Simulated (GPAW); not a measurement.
# ZnS (Wurtzite-2H) (P6_3mc) in GPAW: a series of runs, part 2 of 2

GPAW 26.7.0. The steps go on from the part before.

**3. Band structure, MS2**

run.py reads:

```python
from ase.dft.bandgap import bandgap
from ase.io import read, write
from ase.units import GPa
from gpaw import GPAW, PW

atoms = read('POSCAR')

calc = GPAW(mode=PW(600),
            xc='MGGA_X_MS2+GGA_C_REGTPSS',
            kpts={'size': (6, 6, 3), 'gamma': True},
            occupations={'name': 'fermi-dirac', 'width': 0.05},
            nbands=31,
            convergence={'density': 1e-05, 'energy': 1e-05},
            maxiter=150,
            txt='gpaw.txt')
atoms.calc = calc
energy = atoms.get_potential_energy()
forces = atoms.get_forces()
stress = atoms.get_stress()
calc.write('gs.gpw')
write('result.traj', atoms)
print(f'Energy: {energy:.6f} eV')
print('Forces (eV/A):')
print(forces.round(4))
print('Stress (GPa):', (stress / GPa).round(3))
print('Fermi level:', round(calc.get_fermi_level(), 4), 'eV')
print(f'Gap: {bandgap(calc)[0]:.4f} eV, direct: {bandgap(calc, direct=True)[0]:.4f} eV')

path = atoms.cell.bandpath('GMKGALHA,LM,KH', npoints=80, eps=1e-4)
bs_calc = calc.fixed_density(kpts=path, symmetry='off', nbands=48,
                             convergence={'bands': 'CBM+6.0', 'eigenstates': 1e-6}, txt='bands.txt')
bs = bs_calc.band_structure()
bs.write('bs.json')
print(f'Gap on the path: {bandgap(bs_calc)[0]:.4f} eV')
```

POSCAR reads:

```
ZnS
1.0
    3.8110000000      0.0000000000      0.0000000000
   -1.9055000000      3.3004228138      0.0000000000
    0.0000000000      0.0000000000      6.2340000000
Zn S
2 2
Direct
    0.6666666667      0.3333333333      0.5000000000
    0.3333333333      0.6666666667      0.0000000000
    0.6666666667      0.3333333333      0.8850000000
    0.3333333333      0.6666666667      0.3850000000
```

Potentials or basis: GPAW PAW data sets (gpaw-data 1.2.1), pw.

On the command line:

```sh
$ OMP_NUM_THREADS=1 python run.py
```

gpaw.txt:

```text
__  _  _
 | _ |_)|_||  |
 |__||  | ||/\| - 26.7.0

Input parameters:
  mode=PW(ecut=600.0),
  convergence={'density': 1e-05, 'energy': 1e-05},
  kpts=MonkhorstPack(size=(6, 6, 3), gamma=True),
  maxiter=150,
  nbands=31,
  occupations=Occupations(name='fermi-dirac', width=0.05),
  xc=XC(name='MGGA_X_MS2+GGA_C_REGTPSS')

Diagonalizing LCAO Hamiltonian
Converting LCAO to pw mode

            S

            Zn
        S

        Zn

Atoms  # Å, Bohr magnetons
|   | symbol |         x |        y |        z |    initial magnetic moments |
|---|--------|-----------|----------|----------|-----------------------------|
| 0 |     Zn |  1.905500 | 1.100141 | 3.117000 | ( 0.0000,  0.0000,  0.0000) |
| 1 |     Zn | -0.000000 | 2.200282 | 0.000000 | ( 0.0000,  0.0000,  0.0000) |
| 2 |      S |  1.905500 | 1.100141 | 5.517090 | ( 0.0000,  0.0000,  0.0000) |
| 3 |      S | -0.000000 | 2.200282 | 2.400090 | ( 0.0000,  0.0000,  0.0000) |

Unit cell  # Å
| periodic |         x |        y |        z |  lengths |     angles |
|----------|-----------|----------|----------|----------|------------|
|      yes |  3.811000 | 0.000000 | 0.000000 | 3.811000 |  90.000000 |
|      yes | -1.905500 | 3.300423 | 0.000000 | 3.811000 |  90.000000 |
|      yes |  0.000000 | 0.000000 | 6.234000 | 6.234000 | 120.000000 |

Number of symmetries: 6
Symmetry operations  # r_c * U_cc + t_c -> r_c
|   | kind |            matrix            |
|---|------|------------------------------|
| 0 |  σ   |  1, 1, 0,  0,-1, 0,  0, 0, 1 |
| 1 |  E   |  1, 0, 0,  0, 1, 0,  0, 0, 1 |
| 2 |  C3  |  0, 1, 0, -1,-1, 0,  0, 0, 1 |
| 3 |  σ   |  0,-1, 0, -1, 0, 0,  0, 0, 1 |
| 4 |  σ   | -1, 0, 0,  1, 1, 0,  0, 0, 1 |
| 5 |  C3  | -1,-1, 0,  1, 0, 0,  0, 0, 1 |

BZ-sampling:
  Number of BZ points: 108
  Number of IBZ points: 17

  Monkhorst-Pack size: [6, 6, 3]
  Monkhorst-Pack shift: [0.08333333333333333, 0.08333333333333333, 0.0]

K-points  # in reciprocal-cell coordinates
|     |                                coordinates |     weight |
|-----|--------------------------------------------|------------|
|   0 | (  0.00000000,   0.00000000,   0.00000000) | 0.00925926 |
|   1 | (  0.00000000,   0.00000000,   0.33333333) | 0.01851852 |
|   2 | (  0.16666667,   0.00000000,  -0.33333333) | 0.05555556 |
|   3 | (  0.16666667,   0.00000000,   0.00000000) | 0.05555556 |
|   4 | (  0.16666667,   0.00000000,   0.33333333) | 0.05555556 |
|   5 | (  0.33333333,  -0.16666667,   0.00000000) | 0.05555556 |
|   6 | (  0.33333333,  -0.16666667,   0.33333333) | 0.11111111 |
|   7 | (  0.33333333,   0.00000000,  -0.33333333) | 0.05555556 |
|   8 | (  0.33333333,   0.00000000,   0.00000000) | 0.05555556 |
|   9 | (  0.33333333,   0.00000000,   0.33333333) | 0.05555556 |
| ... |                                            |            |
|  16 | (  0.50000000,   0.50000000,   0.33333333) | 0.05555556 |

Plane wave coefficients: 2641
Cutoff: 600.0 eV

Spin-components: 1 (collinear spins)
Bands:           31
Projectors:      22
Spin-degeneracy: 2
Datatype:        complex128

Parallelization:
  kpt:    1
  domain: 1
  band:   1

Density:
  Valence electrons: 36.0
  Components: 1
  Grid points: [24 24 36]
  Charge: 0.0  # |e|

Potential:
  Grid points: [24 24 36]

species:
  Zn:
    name:    Zinc
    Z:       30.0
    valence: 12
    core:    18
    charge:  0.0  # [|e|]
    compensation charges:
      type: gauss
      rc: 0.37  # [Å]
      lmax: 2
    cutoffs:
      filter: 2.14  # [Å]
      core: 2.28  # [Å]
    projectors
    | kind |    occ | energy [eV] | rcut [Å] |
    |------|--------|-------------|----------|
    |   4s |  2.000 |      -5.977 |    1.286 |
    |   4p |  0.000 |      -1.117 |    1.270 |
    |   3d | 10.000 |     -10.142 |    1.180 |
    |    s |        |      21.234 |    1.286 |
    |    p |        |      26.095 |    1.270 |
    |    d |        |      17.070 |    1.180 |

    Using partial waves for Zn as LCAO basis

  S:
    name:    Sulfur
    Z:       16.0
    valence: 6
    core:    10
    charge:  0.0  # [|e|]
    compensation charges:
      type: gauss
      rc: 0.24  # [Å]
      lmax: 2
    cutoffs:
      filter: 1.77  # [Å]
      core: 1.66  # [Å]
    projectors
    | kind |    occ | energy [eV] | rcut [Å] |
    |------|--------|-------------|----------|
    |   3s |  2.000 |     -17.254 |    0.974 |
    |   3p |  4.000 |      -7.008 |    0.979 |
    |    s |        |       9.957 |    0.974 |
    |    p |        |      20.203 |    0.979 |
    |    d |        |       0.000 |    0.900 |

    Using partial waves for S as LCAO basis

Reference energy: -119437.893101  # eV

eigensolver:
  PPCG
  Converge bands: occupied
  niter=2

density mixing:
  MSR1-Mixer
  Pratt-step length: 0.05
  Maximum mixing coefficient: 0.75
  Old densities: 10
  SVD Regularization: 0.005
  Good broyden scale: 1.0
  Trust region scale: 1.0
  Backstep threshold: 4.0
  History deletion threshold: 6.0
  Fourier metric: weight=20.0, sigma=0.015

occupation numbers:
  Fermi-Dirac:
    width: 0.0500  # eV

poisson solver:
  ecut: 4800.0  # eV

xc functional:
  name: MGGA_X_MS2+GGA_C_REGTPSS with 2 nearest neighbor stencil

convergence criteria:
- Maximum integral of absolute [dens]ity change: 1e-05 electrons / valence electron
- Maximum [total energy] change in last 3 cyles: 1e-05 eV / valence electron
- Maximum integral of absolute [eigenst]ate change: 4e-08 eV^2 / valence electron
maximum number of iterations: 150

SCF iterations
|iter     | |      energy | eigst |  dens |
|---------|-|-------------|-------|-------|
|iter:   1| |  -38.886397 | +0.43 |       |
|iter:   2| |  -25.118556 | +0.35 | -1.16 |
|iter:   3| |  -24.955134 | -1.42 | -1.23 |
|iter:   4| |  -24.873447 | -1.73 | -1.35 |
|iter:   5| |  -24.920335 | -1.69 | -1.54 |
|iter:   6| |  -24.961527 | -2.35 | -1.76 |
|iter:   7| |  -24.967235 | -2.78 | -2.24 |
|iter:   8| |  -24.967169 | -4.32 | -2.61 |
|iter:   9| |  -24.967061c| -4.59 | -2.80 |
|iter:  10| |  -24.967038c| -6.00 | -3.10 |
|iter:  11| |  -24.966946c| -4.68 | -3.16 |
|iter:  12| |  -24.966944c| -6.15 | -3.96 |
|iter:  13| |  -24.966944c| -7.44c| -4.39 |
|iter:  14| |  -24.966944c| -8.22c| -4.67 |
|iter:  15| |  -24.966944c| -7.86c| -5.24c|

Converged in 15 steps
Energy contributions relative to reference atoms: (reference = -119437.893101)

Energy contributions:
  Kinetic:          12.211193
  Coulomb:          -9.001779
  Zero:              0.208847
  External:          0.000000
  Xc:              -28.385206
  Entropy:          -0.000000
  Spinorbit:         0.000000
  ----------------------------
  Free energy:     -24.966944
  Extrapolated:    -24.966944

dipole moment: (-0.000000, 0.000001, -7.453279)  # |e|*Ang

Fermi level: 4.642
Eigenvalues  # (at kpt = [0.000, 0.000, 0.000])
| band index |      eig [eV] | occ [0-2] |
|------------|---------------|-----------|
|          0 |       -10.238 |     2.000 |
|        ... |               |           |
|         10 |        -2.030 |     2.000 |
|         11 |        -1.925 |     2.000 |
|         12 |        -1.619 |     2.000 |
|         13 |         2.704 |     2.000 |
|         14 |         2.704 |     2.000 |
|         15 |         3.567 |     2.000 |
[... 8 lines left out ...]
|         24 |        11.625 |     0.000 |
|         25 |        13.170 |     0.000 |
|        ... |               |           |
|         30 |        16.421 |     0.000 |

Gap: 2.616 eV
Transition (v -> c):
  (s=0, k=0, n=17, [0.00, 0.00, 0.00]) -> (s=0, k=0, n=18, [0.00, 0.00, 0.00])
No difference between direct/indirect transitions

Forces  # eV/Ang
|       x |        y |        z |
|---------|----------|----------|
| 0.00000 |  0.00000 |  0.33129 |  # Zn   0
| 0.00000 |  0.00000 |  0.33132 |  # Zn   1
| 0.00000 |  0.00000 | -0.33057 |  # S    2
| 0.00000 | -0.00000 | -0.33063 |  # S    3

Stress tensor  # eV/Ang^3
|         x |         y |         z |
|-----------|-----------|-----------|
| -0.006640 |  0.000000 | -0.000000 |
|  0.000000 | -0.006640 |  0.000000 |
| -0.000000 |  0.000000 |  0.006878 |

# Writing to gs.gpw (mode='')
```

Run time: 2.9 min. Hardware: 1 thread of AMD EPYC 9R45 (Zen 5), shared host; peak memory 0.54 GiB.

Results:

* Free energy: -24.9669 eV
* Pressure: 0.3 GPa
* Largest force: 0.331 eV/Å
* Band gap on the k mesh: 2.62 eV, direct
* Band gap along the path: 2.62 eV, direct

Forces in eV/Å, atoms in the order of the input:
```
Zn   0.000  0.000  0.331
Zn   0.000  0.000  0.331
S    0.000  0.000 -0.331
S    0.000  0.000 -0.331
```

Levels at the corners of the path, in eV from the valence-band top:
```
point  band 16  band 17  band 18  band 19  band 20  band 21
    Γ     0.00     0.00     0.00     2.62     3.38     6.68
    M    -2.28    -1.57    -0.99     3.93     4.68     5.42
    K    -2.23    -2.23    -2.22     4.70     6.38     6.38
    Γ     0.00     0.00     0.00     2.62     3.38     6.68
    A    -0.45    -0.45    -0.45     3.90     3.90     7.13
    L    -1.68    -1.55    -1.55     3.93     3.93     5.49
    H    -3.12    -1.28    -1.28     4.93     4.93     6.71
    A    -0.45    -0.45    -0.45     3.90     3.90     7.13
    L    -1.68    -1.55    -1.55     3.93     3.93     5.49
    M    -2.28    -1.57    -0.99     3.93     4.68     5.42
    K    -2.23    -2.23    -2.22     4.70     6.38     6.38
    H    -3.12    -1.28    -1.28     4.93     4.93     6.71
```

Caveat: the PAW data sets were made with another functional, which shifts forces and pressure a little.

**4. Against experiment**

Step 2. Against the measured gap of ZnS, 3.911 eV (direct; 4 K; a printed reference work, monograph), the calculated 2.24 eV is off by -1.67 eV. The value is that of PBE, without temperature or zero-point motion. Semilocal functionals fall short of measured gaps as a rule.

Step 3. Against the measured gap of ZnS, 3.911 eV (direct; 4 K; a printed reference work, monograph), the calculated 2.62 eV is off by -1.29 eV. The value is that of MS2, without temperature or zero-point motion.
